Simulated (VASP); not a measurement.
Output of a VASP run:

**OSZICAR**
```
       N       E                     dE             d eps       ncg     rms          rms(c)
DAV:   1     0.289704781301E+03    0.28970E+03   -0.28173E+04  1344   0.119E+03
DAV:   2    -0.893387051763E+02   -0.37904E+03   -0.36936E+03  1672   0.275E+02
DAV:   3    -0.110070687212E+03   -0.20732E+02   -0.20642E+02  1536   0.723E+01
DAV:   4    -0.110288537045E+03   -0.21785E+00   -0.21749E+00  1512   0.804E+00
DAV:   5    -0.110292328370E+03   -0.37913E-02   -0.37908E-02  1472   0.102E+00    0.198E+01
DAV:   6    -0.986180810865E+02    0.11674E+02   -0.56007E+01  1432   0.334E+01    0.700E+00
DAV:   7    -0.985186268449E+02    0.99454E-01   -0.93539E-01  1472   0.519E+00    0.390E+00
DAV:   8    -0.984886834477E+02    0.29943E-01   -0.30492E-01  1432   0.346E+00    0.660E-01
DAV:   9    -0.984976530478E+02   -0.89696E-02   -0.35644E-02  1480   0.951E-01    0.332E-01
DAV:  10    -0.984998723216E+02   -0.22193E-02   -0.24118E-03  1448   0.269E-01    0.130E-01
DAV:  11    -0.985002234452E+02   -0.35112E-03   -0.82092E-04  1448   0.145E-01    0.449E-02
DAV:  12    -0.985002845158E+02   -0.61071E-04   -0.13684E-04  1328   0.580E-02    0.106E-02
DAV:  13    -0.985002838665E+02    0.64925E-06   -0.16011E-05  1512   0.195E-02    0.314E-03
DAV:  14    -0.985002838264E+02    0.40113E-07   -0.14217E-06   952   0.629E-03
   1 F= -.98500284E+02 E0= -.98500284E+02  d E =-.110994E-38
```

**OUTCAR**
```
------------------------ aborting loop because EDIFF is reached ----------------------------------------
  FORCE on cell =-STRESS in cart. coord.  units (eV):
  Direction    XX          YY          ZZ          XY          YZ          ZX
  --------------------------------------------------------------------------------------
  Total      -22.1172637    -22.1172637    -22.1172637     -0.0000000      0.0000000      0.0000000
  in kB     -230.1895915   -230.1895915   -230.1895915     -0.0000000      0.0000000      0.0000000
  external PRESSURE =    -230.1895915 kB  Pullay stress =       0.0000000 kB
  volume of cell :      153.94
      direct lattice vectors                 reciprocal lattice vectors
     0.000000000  4.253784000  4.253784000    -0.117542405  0.117542405  0.117542405
     4.253784000  0.000000000  4.253784000     0.117542405 -0.117542405  0.117542405
     4.253784000  4.253784000  0.000000000     0.117542405  0.117542405 -0.117542405
 POSITION                                       TOTAL-FORCE (eV/Angst)
 -----------------------------------------------------------------------------------
      2.12689      2.12689      2.12689        -0.000000     -0.000000     -0.000000
      0.00000      0.00000      0.00000        -0.000000     -0.000000     -0.000000
      5.31723      3.19034      3.19034        -0.000000     -0.000000     -0.000000
      3.19034      3.19034      5.31723        -0.000000     -0.000000     -0.000000
      3.19034      5.31723      3.19034        -0.000000     -0.000000     -0.000000
      5.31723      5.31723      5.31723        -0.000000     -0.000000     -0.000000
      7.32740      7.32740      7.32740        -0.240601     -0.240601     -0.240601
      3.30706      5.20051      5.20051         0.240601     -0.240601     -0.240601
      5.43395      5.43395      7.32740         0.240601      0.240601     -0.240601
      5.20051      3.30706      5.20051        -0.240601      0.240601     -0.240601
      7.32740      5.43395      5.43395        -0.240601      0.240601      0.240601
      3.30706      3.30706      3.30706         0.240601      0.240601      0.240601
      5.43395      7.32740      5.43395         0.240601     -0.240601      0.240601
      5.20051      5.20051      3.30706        -0.240601     -0.240601      0.240601
 -----------------------------------------------------------------------------------
    total drift:                               -0.000000     -0.000000     -0.000000
  FREE ENERGIE OF THE ION-ELECTRON SYSTEM (eV)
  ---------------------------------------------------
  free  energy   TOTEN  =       -98.5002838264 eV

  energy  without entropy=      -98.5002838264  energy(sigma->0) =      -98.50028383
```
(Selected blocks of OUTCAR.)

**POSCAR**
```
MgAl2O4
1
    0.0000000000     4.2537840000     4.2537840000
    4.2537840000     0.0000000000     4.2537840000
    4.2537840000     4.2537840000     0.0000000000
Mg Al O
2 4 8
Direct
  0.2500000000   0.2500000000   0.2500000000
  0.0000000000   0.0000000000   0.0000000000
  0.1250000000   0.6250000000   0.6250000000
  0.6250000000   0.6250000000   0.1250000000
  0.6250000000   0.1250000000   0.6250000000
  0.6250000000   0.6250000000   0.6250000000
  0.8612800000   0.8612800000   0.8612800000
  0.8338400000   0.3887200000   0.3887200000
  0.8612800000   0.8612800000   0.4161600000
  0.3887200000   0.8338400000   0.3887200000
  0.4161600000   0.8612800000   0.8612800000
  0.3887200000   0.3887200000   0.3887200000
  0.8612800000   0.4161600000   0.8612800000
  0.3887200000   0.3887200000   0.8338400000
```

**Question.** Write an INCAR and KPOINTS that could have produced this output.

**Answer.** This is not unique; one that fits is the input of the run itself, PBE GGA, plane waves, VASP's PBE PAW potentials (set 64).

### KPOINTS
```
Automatic mesh
0
Gamma
6 6 6
0 0 0
```

**INCAR**
```
! general
SYSTEM = MgAl2O4
PREC   = Accurate
ENCUT  = 400
LREAL  = Auto
LASPH  = .True.

! electronic loop
EDIFF  = 1E-6
NELM   = 100
ALGO   = Normal

! smearing
ISMEAR = 0
SIGMA  = 0.01

! functional
GGA    = PE

! ions
ISIF   = 2

! output
LWAVE  = .False.
LCHARG = .False.
```

POTCAR, in this order: Mg Al O (PBE.64 set). Program: vasp_std.

At this cut-off the stress carries a Pulay error, which pulls relaxed volumes low.

The structure comes from a computed database's MgAl2O4 entry; how it stands against other phases isn't given here. The cell was not relaxed at this level, and its volume differs by +9.3 % from the start's.
